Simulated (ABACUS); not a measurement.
Fe:

```xyz
2
Lattice="2.4342 0.0000 0.0000 -1.2171 2.1080 0.0000 0.0000 0.0000 3.8419" Properties=species:S:1:pos:R:3 pbc="T T T"
Fe    1.2171    0.7027    2.8815
Fe    0.0000    1.4054    0.9605
```

This isn't the form of Fe at room conditions, which is bcc.

| Item | Value |
| --- | --- |
| Program | ABACUS 3.10.1 |
| Task | relaxation of cell and atoms |
| Functional | r2SCAN |
| Potentials or basis | SG15 ONCV 1.2 PBE |
| Cutoff | 1361 eV |
| Density cutoff | 5442 eV |
| Basis | DZP LCAO (the cutoffs set its grid) |
| k mesh | 9 × 9 × 5 |
| Occupations | fermi-dirac, width 0.05 eV |
| Spin | collinear spin, ferromagnetic start |
| Starting moments | [3.0, 3.0] μB |

At the start: pressure 60.3 GPa; volume 9.86 Å³/atom.

**Question.** How do energy, volume and symmetry change on relaxing?

**Answer.** Over 10 steps the energy falls by 443.7 meV/atom and the volume is 12.44 Å³/atom (+26.2 %); space group P6_3/mmc (No. 194, to 0.05 Å); moment 5.95 μB per cell.

The path:
| step | energy change (eV) | largest force (eV/Å) | pressure (GPa) | volume (Å³) |
| --- | --- | --- | --- | --- |
| 1 | 0.0000 | 0.0000 | 60.35 | 19.71 |
| 2 | -0.0385 | 0.0000 | -25.99 | 32.81 |
| 3 | -0.8746 | 0.0000 | -2.55 | 25.21 |
| 4 | -0.8746 | 0.0000 | -2.55 | 25.21 |
| 5 | -0.8844 | 0.0000 | 2.65 | 24.54 |
| 6 | -0.8853 | 0.0000 | 1.43 | 24.69 |
| 7 | -0.8872 | 0.0000 | -0.18 | 24.91 |
| 8 | -0.8873 | 0.0000 | 0.09 | 24.87 |
| 9 | -0.8873 | 0.0000 | -0.03 | 24.88 |
| 10 | -0.8873 | 0.0000 | 0.01 | 24.88 |

Final structure:
```
Fe
1.0
     2.57603    0.00000    0.00000
    -1.28801    2.23090    0.00000
     0.00000    0.00000    4.32869
Fe
2
Direct
  0.66667 0.33333 0.75000
  0.33333 0.66667 0.25000
```

Caveat: the atomic orbitals were generated for these runs and aren't a published set; the volume moved by over 15 % at a fixed basis, so the end points are rough; the potentials were made for another functional, which shifts forces and pressure; the basis of atomic orbitals isn't converged, which shifts pressures, moduli and gaps.
